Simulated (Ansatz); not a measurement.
**AlNi3: stable or not**

The structure comes from a generated guess, relaxed at this level; another structure or a mixture of phases may lie lower.

Computed with DFT PBE, scalar-relativistic, plane waves, PAW (Ansatz 0.2.0). Plane waves to 420 eV, an 18×14×10 mesh through Γ for the 4-atom cell and 0.10 eV Gaussian smearing; no spin polarisation.

```xyz
4
Lattice="2.6159 0.0000 0.0000 0.0000 3.3986 0.0000 0.0000 0.0000 5.1401" Properties=species:S:1:pos:R:3 pbc="T T T"
Al    1.3080    1.6993    2.5700
Ni    0.0000    0.0000    3.8734
Ni    0.0000    0.0000    1.2667
Ni    1.3080    1.6993    0.0000
```

The zero of energy is the elements' standard structures at the same level; no fitted shifts are applied.

Problem. These tests were run: energy against the elements; phonons on a 4×2×1 q mesh; elastic tensor. What do they show?

Solution.

```csv
test,result
energy against the elements,−0.34 eV/atom
phonons on a 4×2×1 q mesh,no imaginary mode on the mesh
elastic tensor,least eigenvalue 55 GPa
```

It fails none of these tests. Whether a mixture of other phases lies lower isn't tested here.

Trial moments died out on the coarse mesh, so the last step has no spin; another magnetic start might hold. The run for the phonons used a 20×14×10 k mesh and Fermi–Dirac smearing of 0.15 eV. The run for the elastic tensor used a 20×14×10 k mesh and Fermi–Dirac smearing of 0.15 eV.
